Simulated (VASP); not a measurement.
## VASP 6.6.1 run: BP

INCAR

```
ENCUT = 600
GGA = CA
ISIF = 6
LREAL = .FALSE.
EDIFFG = -5E-3
NBANDS = 11
SIGMA = 0.2
LWAVE = .FALSE.
LASPH = .TRUE.
IBRION = 2
EDIFF = 1E-7
ISMEAR = -4
NELM = 85
PREC = Accurate
NSW = 40
LCHARG = .FALSE.
```

KPOINTS

```
KPOINTS created by Atomic Simulation Environment
0
Gamma
10 10 10
0 0 0
```

POSCAR

```
B  P
 1.0000000000000000
     0.0000000000000000    2.1562587605723387    2.1562587605723387
     2.1562587605723387    0.0000000000000000    2.1562587605723387
     2.1562587605723387    2.1562587605723387    0.0000000000000000
 B   P
   1   1
Cartesian
  0.0000000000000000 -0.0000000000000000 -0.0000000000000000
  2.1562587605723387  2.1562587605723387  2.1562587605723387
```

The recommended LDA PAW datasets give the neutral cell 8 valence electrons.

Command

```
mpirun -np 1 vasp_std
```

OSZICAR

```
N       E                     dE             d eps       ncg     rms          rms(c)
DAV:   1     0.102569082363E+02    0.10257E+02   -0.44578E+03  1034   0.748E+02
DAV:   2    -0.118508013392E+02   -0.22108E+02   -0.21413E+02  1366   0.117E+02
DAV:   3    -0.124581161252E+02   -0.60731E+00   -0.60394E+00  1264   0.162E+01
DAV:   4    -0.124600581428E+02   -0.19420E-02   -0.19416E-02  1198   0.106E+00
DAV:   5    -0.124600641207E+02   -0.59779E-05   -0.59784E-05  1223   0.574E-02    0.637E+00
DAV:   6    -0.122144021117E+02    0.24566E+00   -0.95390E-01  1135   0.365E+00    0.336E+00
DAV:   7    -0.122067446634E+02    0.76574E-02   -0.47844E-02  1257   0.134E+00    0.136E+00
DAV:   8    -0.122044680074E+02    0.22767E-02   -0.27363E-03  1127   0.280E-01    0.188E-01
DAV:   9    -0.122044382997E+02    0.29708E-04   -0.15930E-04  1248   0.724E-02    0.327E-02
DAV:  10    -0.122044384719E+02   -0.17219E-06   -0.13245E-05  1169   0.222E-02    0.134E-02
...
   2 F= -.12215806E+02 E0= -.12215806E+02  d E =-.113678E-01
       N       E                     dE             d eps       ncg     rms          rms(c)
DAV:   1    -0.122215745538E+02   -0.57685E-02   -0.82723E-02  1064   0.167E+00    0.349E-01
DAV:   2    -0.122193649097E+02    0.22096E-02   -0.62942E-03  1087   0.369E-01    0.176E-01
DAV:   3    -0.122189584616E+02    0.40645E-03   -0.62882E-04  1150   0.129E-01    0.474E-02
DAV:   4    -0.122188761834E+02    0.82278E-04   -0.74322E-05  1091   0.510E-02    0.214E-02
DAV:   5    -0.122188726269E+02    0.35565E-05   -0.46728E-06  1206   0.121E-02    0.143E-02
DAV:   6    -0.122188724990E+02    0.12783E-06   -0.20552E-07   879   0.250E-03    0.790E-04
DAV:   7    -0.122188724944E+02    0.45894E-08   -0.11394E-08   550   0.614E-04
   3 F= -.12218872E+02 E0= -.12218872E+02  d E =-.144342E-01
```

From OUTCAR

```
k-points           NKPTS =     47   k-points in BZ     NKDIM =     47   number of bands    NBANDS=     11

   NELECT =       8.0000    total number of electrons

   dimension x,y,z NGX =    24 NGY =   24 NGZ =   24
   dimension x,y,z NGXF=    48 NGYF=   48 NGZF=   48

  energy-cutoff  :      600.00
  volume of cell :       19.31
      direct lattice vectors                 reciprocal lattice vectors
     0.000000000  2.129199130  2.129199130    -0.234830079  0.234830079  0.234830079
     2.129199130  0.000000000  2.129199130     0.234830079 -0.234830079  0.234830079
     2.129199130  2.129199130 -0.000000000     0.234830079  0.234830079 -0.234830079

 k-points in reciprocal lattice and weights: KPOINTS created by Atomic Simulation Env
   0.00000000  0.00000000  0.00000000       0.001
   0.10000000  0.00000000  0.00000000       0.008
   0.20000000  0.00000000  0.00000000       0.008
   0.30000000  0.00000000  0.00000000       0.008
   0.40000000  0.00000000  0.00000000       0.008
   0.50000000  0.00000000  0.00000000       0.004
   0.10000000  0.10000000  0.00000000       0.006
   0.20000000  0.10000000  0.00000000       0.024
   ...

 E-fermi :  10.3190

 k-point     1 :       0.0000    0.0000    0.0000
  band No.  band energies     occupation
      1      -6.9703      2.00000
      2      10.3303      1.99999
      3      10.3303      1.99712
      4      10.3303      1.99467
      5      17.6174      0.00000
      6      18.2521      0.00000
      7      18.2521      0.00000
      8      18.2521      0.00000
      9      19.1635      0.00000
     10      19.1635      0.00000
     11      19.1635      0.00000

 k-point     2 :       0.1000    0.0000    0.0000
  band No.  band energies     occupation
      1      -6.7518      2.00000
      2       9.0361      2.00000
      3      10.2601      1.99997
      4      10.2601      1.22822
      5      17.4875      0.00000
      6      17.6631      0.00000
      7      17.6631      0.00000
      8      18.6715      0.00000
      9      18.7629      0.00000
     10      18.7629      0.00000
     11      19.2469      0.00000

 k-point     3 :       0.2000    0.0000    0.0000
  band No.  band energies     occupation
      1      -6.0997      2.00000
      2       6.4092      2.00000
      3      10.1514      2.00000
      4      10.1514      0.43370
      5      15.5613      0.00000
      6      15.5613      0.00000
      7      16.7728      0.00000
      8      18.5445      0.00000
      9      20.1826      0.00000
     10      20.1826      0.00000
     11      20.7975      0.00000

 k-point     4 :       0.3000    0.0000    0.0000
  band No.  band energies     occupation
      1      -5.0277      2.00000
      2       3.6090      2.00000
      3      10.1849      1.99907
      4      10.1849      0.29886
      5      13.7459      0.00000
      6      13.7459      0.00000
      7      16.1447      0.00000
      8      18.1627      0.00000
      9      22.2811      0.00000
     10      22.2811      0.00000
     11      22.7553      0.00000

 k-point     5 :       0.4000    0.0000    0.0000
  band No.  band energies     occupation
      1      -3.5888      2.00000
      2       1.0565      2.00000
      3      10.4777      1.93345
      4      10.4777      0.82486
      5      12.3276      0.00000
      6      12.3276      0.00000
      7      15.7472      0.00000
      8      17.8755      0.00000
      9      24.6442      0.00000
     10      24.7328      0.00000
     11      24.7328      0.00000

 ...

  Total        0.0001287      0.0001287      0.0001287     -0.0000000     -0.0000000      0.0000000
  in kB        0.0106843      0.0106843      0.0106843     -0.0000000     -0.0000000      0.0000000
  external PRESSURE =       0.0106843 kB  Pullay stress =       0.0000000 kB

 POSITION                                       TOTAL-FORCE (eV/Angst)
 -----------------------------------------------------------------------------------
      0.00000      0.00000      0.00000         0.000000      0.000000     -0.000000
      2.12920      2.12920      2.12920        -0.000000      0.000000      0.000000
 -----------------------------------------------------------------------------------
    total drift:                                0.000000     -0.000000     -0.000000

  FREE ENERGIE OF THE ION-ELECTRON SYSTEM (eV)
  ---------------------------------------------------
  free  energy   TOTEN  =       -12.2188724944 eV

  energy  without entropy=      -12.2188724944  energy(sigma->0) =      -12.21887249
```

```csv
ionic step,ΔE (meV/atom),volume (Å³),largest force (eV/Å),pressure (GPa),electronic steps
1,0.0,20.05,0.000,-6.03,12
2,-5.7,18.98,0.000,3.03,7
3,-7.2,19.31,0.000,0.00,7
```

It converged. Results: relaxed cell vector lengths 3.011, 3.011, 3.011 Å; relaxed cell volume 19.31 Å³.

For comparison, a separate LDA relaxation on usual settings, not on those above, ends at 19.27 Å³.

The run above took about 12 s on one core of a shared host (Intel Xeon Platinum 8488C) and held 0.13 GiB at most.
